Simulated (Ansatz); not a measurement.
**AlAu in Ansatz: the effect of functional**

The system is AlAu.

```
Au Al
1.0
     3.22394    0.00000    0.00000
     0.00000    3.22394    0.00000
     0.00000    0.00000    3.22394
Au Al
1 1
Direct
  0.50000 0.50000 0.50000
  0.00000 0.00000 0.00000
```

The cell comes from a database or a generator and needn't be the stable form of this composition.

Alike in all runs:

| Property | Result |
| --- | --- |
| Program | Ansatz 0.2.0 |
| Task | projected density of states |
| Potentials or basis | Ansatz PAW |
| k mesh | 5 × 5 × 5 |
| Occupations | fermi-dirac, width 0.05 eV |
| Spin | no spin polarisation |

```tsv
functional	cutoff	pressure (GPa)
LDA	420 eV (not typed: the program's choice for these potentials)	-6.4
PBEsol	420 eV (not typed: the program's choice for these potentials)	-3.4
r2SCAN	500 eV (not typed: the program's choice for these potentials)	?
HSE06	420 eV (not typed: the program's choice for these potentials)	-1.2
PBE0	420 eV (not typed: the program's choice for these potentials)	-1.2
r2SCAN0	500 eV (not typed: the program's choice for these potentials)	-3.8
```

Question: What does the run with functional r2SCAN give?

Answer: Pressure -2.6 GPa.

Caveats: all runs use coarse meshes; the PAW data sets come from PBE, with cores solved anew for the run's functional, which leaves a small shift of forces and pressure; the thresholds are loose for stress (some runs).
